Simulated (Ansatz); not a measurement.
# GaP: a line through a two-coordinate scan

The task here is to estimate one member of a computed series from the others.

Program: Ansatz 0.2.0. Level of theory: DFT PBE, scalar-relativistic, plane waves, PAW. These are calculated values, not measurements.

12 further runs of the same task are left out: 12 set aside as unsound or not needed.

### The system as given

Symmetry: R-3m, No. 166, trigonal system. The conventional cell has a = 3.885 Å, b = 3.885 Å, c = 19.306 Å, α = 90.00°, β = 90.00°, γ = 120.00°. Around Ga (site symmetry 3m) lie 3 P at 2.40 Å and 1 Ga at 2.49 Å. P (site symmetry 3m) has 1 P at 2.22 Å and 3 Ga at 2.40 Å as nearest neighbours.

As a file:

```cif
data_structure
_symmetry_space_group_name_H-M 'R-3m:H'
_symmetry_Int_Tables_number 166
_cell_length_a 3.8848
_cell_length_b 3.8848
_cell_length_c 19.3060
_cell_angle_alpha 90.000
_cell_angle_beta 90.000
_cell_angle_gamma 120.000
_cell_volume 252.33
loop_
_atom_site_label
_atom_site_type_symbol
_atom_site_symmetry_multiplicity
_atom_site_Wyckoff_symbol
_atom_site_fract_x
_atom_site_fract_y
_atom_site_fract_z
_atom_site_occupancy
Ga1 Ga 6 c 0.66667 0.33333 0.76892 1
P1 P 6 c 0.33333 0.66667 0.72417 1
```

It goes back to an entry of the Materials Project, which need not be the stable form.

This cell was relaxed beforehand with the same method: volume 21.03 Å³/atom, gap on the mesh 0.93 eV.

### Plan of the line

The energy is mapped over volume and the cell's shape.

First coordinate, volume per atom: 7 values from 17.66 to 24.39 Å³. Second coordinate, c/a of the conventional cell: 7 values from 4.405 to 5.606.

Nothing else is relaxed (fractional coordinates fixed). Energies count from the relaxed crystal. Points are written as (first, second).

Set-up of the first run:

input.yaml reads:

```yaml
crystal:
  lattice:
    - [1.7605340265, 1.0164447941, 6.5802893465]
    - [-1.7605340265, 1.0164447941, 6.5802893465]
    - [0.0, -2.0328895883, 6.5802893465]
  atoms:
    - { symbol: Ga, position: [0.4355841032, 0.4355841032, 0.4355841032] }
    - { symbol: Ga, position: [0.5644158968, 0.5644158968, 0.5644158968] }
    - { symbol: P, position: [0.0575077006, 0.0575077006, 0.0575077006] }
    - { symbol: P, position: [0.9424922994, 0.9424922994, 0.9424922994] }
basis:
  ecutwfc: 420
kpoints:
  mp_grid: { grid: [9, 9, 9] }
hamiltonian:
  xc: pbe
  pseudopotentials: { kind: paw, azcp: { folder: soft_1 } }
scf:
  occupations: { method: gaussian, width: 0.05 }
output:
  forces: true
  stress: true
  eigenvalues: true
```

Command:

```console
ansatz run input.yaml --threads 1 --pin off --max-ram 2048MiB --backend cpu --events-out ev --progress --plain --runs-dir out
```

Steps of the session up to this table: The run at (17.66 Å³, 5.606); Grid point (18.78 Å³, 5.606); The run at (19.91 Å³, 5.606); Point (21.03 Å³, 5.606); Grid point (22.15 Å³, 5.606); Point (23.27 Å³, 5.606); Grid point (24.39 Å³, 5.606).

One table of the session follows, with a row left open; its other results are not shown here.

```
volume per atom (Å³)  energy (meV/atom)  slope (meV/atom per Å³)  pressure (GPa)  band gap on the k-mesh (eV)  largest force on an atom (eV/Å)
               17.66                289                     −121            19.4                        0.079                             1.55
               18.78                183                      −71            11.3                        0.140                             1.27
               19.91                126                      −33             5.2                        0.041                             1.03
               21.03                106                       −5             0.7                        0.000                             0.83
               22.15                113                       16            −2.6                        0.000                             0.67
               23.27                  ?                        ?               ?                            ?                                ?
               24.39                183                       43            −6.9                        0.000                             0.41
```

**Question.** Estimate the row for volume per atom (Å³) = 23.27.

Worked estimate for «energy (meV/atom)». A straight line through the neighbours (22.15, 113) and (24.39, 183) gives 113 + (183 − 113) × (23.27 − 22.15) / (24.39 − 22.15) = 148; a parabola fitted to 3 rows on both sides gives 139.

The run gave: energy (meV/atom): 140; slope (meV/atom per Å³): 32; pressure (GPa): −5.1; band gap on the k-mesh (eV): 0.000; largest force on an atom (eV/Å): 0.53. In «energy (meV/atom)» the line misses by +8 and the parabola by -1.

Energies count from the relaxed crystal. Slopes come from the forces (and the stress, where the cell changes), not from differences of energies.

Caveats from the session: This is one cut through a surface in two coordinates; the map's lowest point lies off it.
